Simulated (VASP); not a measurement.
The system is EuS.

```
CELL_PARAMETERS angstrom
0.00000 2.97850 2.97850
2.97850 0.00000 2.97850
2.97850 2.97850 0.00000
ATOMIC_POSITIONS crystal
Eu 0.00000 0.00000 0.00000
S 0.50000 0.50000 0.50000
```

Base run:

| Property | Result |
| --- | --- |
| Program | VASP 6.6.1 |
| Functional | PBE |
| Potentials or basis | VASP PAW PBE potentials, release 64 (Eu, S) |
| Cutoff | 520 eV |
| k mesh | 8 × 8 × 8 |
| Occupations | fermi-dirac, width 0.05 eV |
| Spin | collinear spin, ferromagnetic start |
| Starting moments | [7.0, 0.0] μB |

Its results: pressure -2.8 GPa; net moment 6.98 μB per cell; site moments Eu +6.59; S -0.07 μB.

**Question.** The run is repeated on the same cell with these changes: functional from PBE to LDA. What comes out?

**Answer.** Pressure -7.6 GPa; net moment 6.95 μB per cell; site moments Eu +6.59; S -0.06 μB.

LDA binds more tightly than PBE, so the same cell stands under less pressure.

Caveats: a cell with one magnetic atom can't hold antiferromagnetic order, which such compounds often take; the PAW data sets were made with another functional, which shifts forces and pressure a little (some runs).
